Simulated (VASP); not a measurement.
# SnTe (F-43m) in VASP: notebook, part 2 of 3

VASP 6.6.1.

### 4 G0W0 quasiparticle levels, PBE

POSCAR reads:

```
SnTe
1.0
    0.0000000000      3.6111460000      3.6111460000
    3.6111460000      0.0000000000      3.6111460000
    3.6111460000      3.6111460000      0.0000000000
Te Sn
1 1
Direct
    0.2500000000      0.2500000000      0.2500000000
    0.0000000000      0.0000000000      0.0000000000
```

INCAR.step1 reads:

```
SYSTEM = SnTe
ALGO = Normal ; EDIFF = 1E-8
ENCUT = 450 ; GGA = PE
ISMEAR = 0 ; LASPH = .True.
LCHARG = .False. ; LREAL = .False.
LWAVE = .True. ; NELM = 80
PREC = Accurate ; SIGMA = 0.01
```

INCAR.step2 reads:

```
SYSTEM = SnTe
ALGO = Exact ; EDIFF = 1E-8
ENCUT = 450 ; GGA = PE
ISMEAR = 0 ; ISTART = 1
LASPH = .True. ; LCHARG = .False.
LOPTICS = .True. ; LREAL = .False.
LWAVE = .True. ; NBANDS = 386
NELM = 1 ; PREC = Accurate
SIGMA = 0.01
```

INCAR.step3 reads:

```
SYSTEM = SnTe
ALGO = EVGW0 ; EDIFF = 1E-8
ENCUT = 450 ; ENCUTGW = 150
GGA = PE ; ISMEAR = 0
ISTART = 1 ; LASPH = .True.
LCHARG = .False. ; LREAL = .False.
LWAVE = .False. ; NBANDS = 386
NBANDSGW = 18 ; NELMGW = 1
NOMEGA = 48 ; PREC = Accurate
PRECFOCK = Fast ; SIGMA = 0.01
```

KPOINTS reads:

```
k-points
0
Gamma
  2 2 2
  0 0 0
```

Potentials or basis: VASP PAW PBE potentials, release 64 (Te_GW, Sn_d_GW).

On the command line:

```console
> cat potpaw_PBE.64/Te_GW/POTCAR potpaw_PBE.64/Sn_d_GW/POTCAR > POTCAR
> cp INCAR.step1 INCAR
> mpirun -np 1 vasp_std > vasp.out
> cp INCAR.step2 INCAR
> mpirun -np 1 vasp_std > vasp.out
> cp INCAR.step3 INCAR
> mpirun -np 1 vasp_std > vasp.out
```

OUTCAR:

```text
SYSTEM = SnTe
   EDIFF = 1E-8
   ENCUT = 450
   ENCUTGW = 150
   GGA = PE
   ISMEAR = 0
   ISTART = 1
   LASPH = .True.
   LREAL = .False.
   NELMGW = 1
   PREC = Accurate
   PRECFOCK = Fast

 Found      3 irreducible k-points:

 Following reciprocal coordinates:
            Coordinates               Weight
  0.000000  0.000000  0.000000      1.000000
  0.500000  0.000000  0.000000      4.000000
  0.500000  0.500000  0.000000      3.000000
   k-points           NKPTS =      3   k-points in BZ     NKDIM =      8   number of bands    NBANDS=    386
   number of dos      NEDOS =    301   number of ions     NIONS =      2
   total plane-waves  NPLWV =  46656
   dimension x,y,z NGX =    36 NGY =   36 NGZ =   36
   dimension x,y,z NGXF=    72 NGYF=   72 NGZF=   72
   ions per type =               1   1
   NGX,Y,Z   is equivalent  to a cutoff of  11.72, 11.72, 11.72 a.u.
   NGXF,Y,Z  is equivalent  to a cutoff of  23.44, 23.44, 23.44 a.u.
 SYSTEM =  SnTe
   PREC   = accura    normal or accurate (medium, high low for compatibility)
   ISTART =      1    job   : 0-new  1-cont  2-samecut
   ICHARG =      0    charge: 1-file 2-atom 10-const
   ISPIN  =      1    spin polarized calculation?
   LNONCOLLINEAR =      F non collinear calculations
   LSORBIT =      F    spin-orbit coupling
   LASPH  =      T    aspherical Exc in radial PAW
[... 28 lines left out ...]
   LHFCALC =     T    Hartree Fock is set to
   PRECFOCK=fast      Normal, Fast or Accurate (Low or Medium for compatibility)
   ENCUT4O =  -1.0   cutoff for four orbital integrals eV
   NKREDX  =     1    reduce k-point grid by
   NKREDY  =     1    reduce k-point grid by
   NKREDZ  =     1    reduce k-point grid by
   AEXX    =    1.0000 exact exchange contribution
   HFSCREEN=    0.0000 screening length (either q_TF or 0.3 A-1)
   HFSCREENC=   0.0000 screening length for correlation (either q_TF or 0.3 A-1)
   ENCUTFOCK=  -1.0 apply spherical cutoff to Coloumb kernel
   IVDW    =     0    specifies the selected vdW correction
   LEPSILON=     F    determine dielectric tensor
   LRPA    =     F    only Hartree local field effects (RPA)
   LRPAFORCE           =     F    calculate RPA forces
   ENCUTGW             = 150.0    cutoff for response function in eV
   ENCUTGWSOFT         = 120.0    soft cutoff for Coulomb kernel in GW response function in eV
   ENCUTLF             =  -1.0    cutoff for local field effects
   NELMGW              =     1    number of iterations in solving QP/BSE equation
   NELMHF              =     1    number of iterations in the inner HF iteration
   NKREDLFX            =     1    NKREDLFY  =   1   NKREDLFZ  =   1
 non-spin polarized calculation
 Gauss-broadening in eV      SIGMA  =   0.01
  energy-cutoff  :      450.00
  volume of cell :       94.18
 maximum number of plane-waves:      2085
 NGX is ok and might be reduce to    36
  NGX = 20; NGY = 20; NGZ = 20
   NGX = 17   NGY = 17   NGZ = 17
 maximum number of plane-waves:       411

 QP shifts <psi_nk| G(iteration)W_0 |psi_nk>: iteration 1
 for sc-GW calculations column KS-energies equals QP-energies in previous step
 and V_xc(KS)=  KS-energies - (<T + V_ion + V_H > + <T+V_H+V_ion>^1  + <V_x>^1)

 k-point   1 :       0.0000    0.0000    0.0000
  band No.  KS-energies  QP-energies   sigma(KS)   V_xc(KS)     V^pw_x(r,r')   Z            occupation Imag(sigma)

      1     -19.3912     -21.9443     -21.5083     -17.5160     -27.0917       0.6395       2.0000       0.2940
      2     -19.3912     -21.9443     -21.5083     -17.5160     -27.0917       0.6395       2.0000       0.2940
      3     -19.3912     -21.9443     -21.5083     -17.5160     -27.0917       0.6395       2.0000       0.2940
      4     -19.3830     -21.9180     -21.5003     -17.5180     -27.0742       0.6366       2.0000       0.2784
      5     -19.3830     -21.9180     -21.5003     -17.5180     -27.0742       0.6366       2.0000       0.2784
      6      -9.0511      -9.3597     -11.3201     -10.7924     -17.0021       0.5848       2.0000       0.9116
[... 41 lines left out ...]
      4     -19.3830     -21.9288     -21.4999     -17.5179     -27.0735       0.6393       2.0000       0.2778
      5     -19.3830     -21.9288     -21.4999     -17.5179     -27.0735       0.6393       2.0000       0.2778
      6      -8.2902      -8.6957     -11.8668     -11.2166     -17.0086       0.6238       2.0000       0.7888
[... 10 lines left out ...]
     17      10.7115      10.7078      -7.8948      -7.8897      -3.1825       0.7168       0.0000      -0.3348
     18      11.0314      11.0672      -7.8403      -7.8913      -2.9037       0.7013       0.0000      -0.3731
```

OUTCAR.step1:

```text
SYSTEM = SnTe
   EDIFF = 1E-8
   ENCUT = 450
   GGA = PE
   ISMEAR = 0
   LASPH = .True.
   LREAL = .False.
[... 157 lines left out ...]
      1.80557      1.80557      1.80557         0.000000      0.000000     -0.000000
      0.00000      0.00000      0.00000        -0.000000     -0.000000      0.000000
 -----------------------------------------------------------------------------------
    total drift:                               -0.000000     -0.000000     -0.000000

  FREE ENERGIE OF THE ION-ELECTRON SYSTEM (eV)
  ---------------------------------------------------
  free  energy   TOTEN  =        -7.3783918491 eV

  energy  without entropy=       -7.3783918491  energy(sigma->0) =       -7.37839185
```

It took 1.9 min on 1 thread of AMD EPYC 9R45 (Zen 5), shared host; peak memory 0.63 GiB.

The run converged, but some of its settings lie outside the range that counts as converged, so its numbers aren't taken as properties of the crystal.

What came out:

```
Band gap on the k mesh, mean-field level : 0.81 eV, direct
Quasiparticle gap                        : 1.45 eV
Least direct quasiparticle gap           : 1.45 eV
```

Caveat: the k mesh is coarse (spacing up to 0.75 Å⁻¹), so the values aren't converged; bands, screening cutoff and mesh are small and nothing is extrapolated, so the quasiparticle values aren't converged; spin-orbit coupling is left out, which moves the levels of the heavy elements.

### 5 G0W0 quasiparticle levels, PBE

POSCAR is that of step 4.

INCAR.step1 is that of step 4.

Changes to INCAR.step2 since step 4:

```diff
@@ -6,3 +6,3 @@
 LOPTICS = .True. ; LREAL = .False.
-LWAVE = .True. ; NBANDS = 386
+LWAVE = .True. ; NBANDS = 575
 NELM = 1 ; PREC = Accurate
```

Changes to INCAR.step3 since step 4:

```diff
@@ -6,3 +6,3 @@
 LCHARG = .False. ; LREAL = .False.
-LWAVE = .False. ; NBANDS = 386
+LWAVE = .False. ; NBANDS = 575
 NBANDSGW = 18 ; NELMGW = 1
```

KPOINTS is that of step 4.

Potentials or basis: VASP PAW PBE potentials, release 64 (Te_GW, Sn_d_GW).

On the command line:

```console
> cat potpaw_PBE.64/Te_GW/POTCAR potpaw_PBE.64/Sn_d_GW/POTCAR > POTCAR
> cp INCAR.step1 INCAR
> mpirun -np 1 vasp_std > vasp.out
> cp INCAR.step2 INCAR
> mpirun -np 1 vasp_std > vasp.out
> cp INCAR.step3 INCAR
> mpirun -np 1 vasp_std > vasp.out
```

OUTCAR:

```text
SYSTEM = SnTe
   EDIFF = 1E-8
   ENCUT = 450
   ENCUTGW = 150
   GGA = PE
   ISMEAR = 0
   ISTART = 1
   LASPH = .True.
   LREAL = .False.
   NELMGW = 1
   PREC = Accurate
   PRECFOCK = Fast

 Found      3 irreducible k-points:

 Following reciprocal coordinates:
            Coordinates               Weight
  0.000000  0.000000  0.000000      1.000000
  0.500000  0.000000  0.000000      4.000000
  0.500000  0.500000  0.000000      3.000000
   k-points           NKPTS =      3   k-points in BZ     NKDIM =      8   number of bands    NBANDS=    575
   number of dos      NEDOS =    301   number of ions     NIONS =      2
   total plane-waves  NPLWV =  46656
   dimension x,y,z NGX =    36 NGY =   36 NGZ =   36
   dimension x,y,z NGXF=    72 NGYF=   72 NGZF=   72
   ions per type =               1   1
   NGX,Y,Z   is equivalent  to a cutoff of  11.72, 11.72, 11.72 a.u.
   NGXF,Y,Z  is equivalent  to a cutoff of  23.44, 23.44, 23.44 a.u.
 SYSTEM =  SnTe
   PREC   = accura    normal or accurate (medium, high low for compatibility)
   ISTART =      1    job   : 0-new  1-cont  2-samecut
   ICHARG =      0    charge: 1-file 2-atom 10-const
   ISPIN  =      1    spin polarized calculation?
   LNONCOLLINEAR =      F non collinear calculations
   LSORBIT =      F    spin-orbit coupling
   LASPH  =      T    aspherical Exc in radial PAW
   ENCUT  =  450.0 eV  33.07 Ry    5.75 a.u.   8.83  8.83  8.83*2*pi/ulx,y,z
   NELM   =     60;   NELMIN=  2; NELMDL=  0     # of ELM steps
   EDIFF  = 0.1E-07   stopping-criterion for ELM
   LREAL  =      F    real-space projection
   EDIFFG = 0.1E-06   stopping-criterion for IOM
   NSW    =      0    number of steps for IOM
   IBRION =     -1    ionic relax: 0-MD 1-quasi-New 2-CG
   NFREE  =      0    steps in history (QN), initial steepest desc. (CG)
   ISIF   =      0    stress and relaxation
   ISYM   =      3    0-nonsym 1-usesym 2-fastsym
   POTIM  = 0.5000    time-step for ionic-motion
   TEBEG  =    0.0;   TEEND  =   0.0 temperature during run
   PSTRESS=    0.0 pullay stress
   NELECT =      20.0000    total number of electrons
   NUPDOWN=      -1.0000    fix difference up-down
   EMIN   =  10.00;   EMAX   =-10.00  energy-range for DOS
   EFERMI =   0.00;   METHOD = LEGACY
   ISMEAR =     0;   SIGMA  =   0.01  broadening in eV -4-tet -1-fermi 0-gaus
   EFERMI_NEDOS =   21; number of points for ismear=-14 and -15
   IALGO  =     38    algorithm
   IMIX   =      4    mixing-type and parameters
     AMIX     =   0.40;   BMIX     =  1.00
     AMIX_MAG =   1.60;   BMIX_MAG =  1.00
  volume/ion in A,a.u.               =      47.09       317.78
  Fermi-wavevector in a.u.,A,eV,Ry     =   0.976704  1.845704 12.979296  0.953951
  Thomas-Fermi vector in A             =   2.107344
   LORBIT       =      0    0 simple, 1 ext, 2 COOP (PROOUT), +10 PAW based schemes
   GGA     = PE    functional components
   LHFCALC =     T    Hartree Fock is set to
   PRECFOCK=fast      Normal, Fast or Accurate (Low or Medium for compatibility)
   ENCUT4O =  -1.0   cutoff for four orbital integrals eV
   NKREDX  =     1    reduce k-point grid by
   NKREDY  =     1    reduce k-point grid by
   NKREDZ  =     1    reduce k-point grid by
   AEXX    =    1.0000 exact exchange contribution
   HFSCREEN=    0.0000 screening length (either q_TF or 0.3 A-1)
   HFSCREENC=   0.0000 screening length for correlation (either q_TF or 0.3 A-1)
   ENCUTFOCK=  -1.0 apply spherical cutoff to Coloumb kernel
   IVDW    =     0    specifies the selected vdW correction
   LEPSILON=     F    determine dielectric tensor
   LRPA    =     F    only Hartree local field effects (RPA)
   LRPAFORCE           =     F    calculate RPA forces
   ENCUTGW             = 150.0    cutoff for response function in eV
   ENCUTGWSOFT         = 120.0    soft cutoff for Coulomb kernel in GW response function in eV
   ENCUTLF             =  -1.0    cutoff for local field effects
   NELMGW              =     1    number of iterations in solving QP/BSE equation
   NELMHF              =     1    number of iterations in the inner HF iteration
   NKREDLFX            =     1    NKREDLFY  =   1   NKREDLFZ  =   1
 non-spin polarized calculation
 Gauss-broadening in eV      SIGMA  =   0.01
  energy-cutoff  :      450.00
  volume of cell :       94.18
 maximum number of plane-waves:      2085
 NGX is ok and might be reduce to    36
  NGX = 20; NGY = 20; NGZ = 20
   NGX = 17   NGY = 17   NGZ = 17
 maximum number of plane-waves:       411

 QP shifts <psi_nk| G(iteration)W_0 |psi_nk>: iteration 1
 for sc-GW calculations column KS-energies equals QP-energies in previous step
 and V_xc(KS)=  KS-energies - (<T + V_ion + V_H > + <T+V_H+V_ion>^1  + <V_x>^1)

 k-point   1 :       0.0000    0.0000    0.0000
  band No.  KS-energies  QP-energies   sigma(KS)   V_xc(KS)     V^pw_x(r,r')   Z            occupation Imag(sigma)

      1     -19.3912     -21.8478     -21.3757     -17.5160     -27.0917       0.6365       2.0000       0.2634
      2     -19.3912     -21.8478     -21.3757     -17.5160     -27.0917       0.6365       2.0000       0.2634
      3     -19.3912     -21.8478     -21.3757     -17.5160     -27.0917       0.6365       2.0000       0.2634
      4     -19.3830     -21.8237     -21.3666     -17.5180     -27.0742       0.6342       2.0000       0.2536
      5     -19.3830     -21.8237     -21.3666     -17.5180     -27.0742       0.6342       2.0000       0.2536
      6      -9.0511      -9.3759     -11.3474     -10.7924     -17.0021       0.5852       2.0000       0.9867
[... 10 lines left out ...]
     17      10.0964       9.9000      -6.2879      -6.0194      -1.7165       0.7316       0.0000      -0.4407
     18      10.0964       9.9000      -6.2879      -6.0194      -1.7165       0.7316       0.0000      -0.4407

 k-point   2 :       0.5000    0.0000    0.0000
  band No.  KS-energies  QP-energies   sigma(KS)   V_xc(KS)     V^pw_x(r,r')   Z            occupation Imag(sigma)

      1     -19.3924     -21.8380     -21.3607     -17.5135     -27.0867       0.6357       2.0000       0.2666
      2     -19.3899     -21.8563     -21.3737     -17.5180     -27.0897       0.6397       2.0000       0.2614
      3     -19.3899     -21.8563     -21.3737     -17.5180     -27.0897       0.6397       2.0000       0.2614
      4     -19.3828     -21.8595     -21.3674     -17.5186     -27.0746       0.6435       2.0000       0.2524
      5     -19.3828     -21.8595     -21.3674     -17.5186     -27.0746       0.6435       2.0000       0.2524
      6      -8.5104      -8.9053     -11.7271     -11.0867     -16.9979       0.6167       2.0000       0.8898
[... 10 lines left out ...]
     17       9.3938       9.3527      -7.6006      -7.5447      -2.9196       0.7364       0.0000      -0.3899
     18      10.6741      10.6802      -7.9165      -7.9248      -3.0765       0.7282       0.0000      -0.4210

 k-point   3 :       0.5000    0.5000    0.0000
  band No.  KS-energies  QP-energies   sigma(KS)   V_xc(KS)     V^pw_x(r,r')   Z            occupation Imag(sigma)

      1     -19.3944     -21.8329     -21.3534     -17.5097     -27.0826       0.6344       2.0000       0.2726
      2     -19.3884     -21.8672     -21.3751     -17.5209     -27.0914       0.6431       2.0000       0.2579
      3     -19.3884     -21.8672     -21.3751     -17.5209     -27.0914       0.6431       2.0000       0.2579
      4     -19.3830     -21.8336     -21.3665     -17.5179     -27.0735       0.6368       2.0000       0.2528
      5     -19.3830     -21.8336     -21.3665     -17.5179     -27.0735       0.6368       2.0000       0.2528
      6      -8.2902      -8.7152     -11.8981     -11.2166     -17.0086       0.6237       2.0000       0.8610
[... 10 lines left out ...]
     17      10.7115      10.6925      -7.9162      -7.8897      -3.1825       0.7172       0.0000      -0.3489
     18      11.0314      11.0535      -7.8600      -7.8913      -2.9037       0.7064       0.0000      -0.3819
```

Wall time 2.2 min (1 thread of AMD EPYC 9R45 (Zen 5), shared host); peak memory 0.65 GiB.

These settings aren't checked as converged: the numbers below hold their error.

Results:

```yaml
Band_gap_on_the_k_mesh_mean-field_level: 0.81 eV, direct
Quasiparticle_gap: 1.45 eV
Least_direct_quasiparticle_gap: 1.45 eV
```

Caveat: the k mesh is coarse (spacing up to 0.75 Å⁻¹), so the values aren't converged; bands, screening cutoff and mesh are small and nothing is extrapolated, so the quasiparticle values aren't converged; spin-orbit coupling is left out, which moves the levels of the heavy elements.

[end of part 2 of 3]
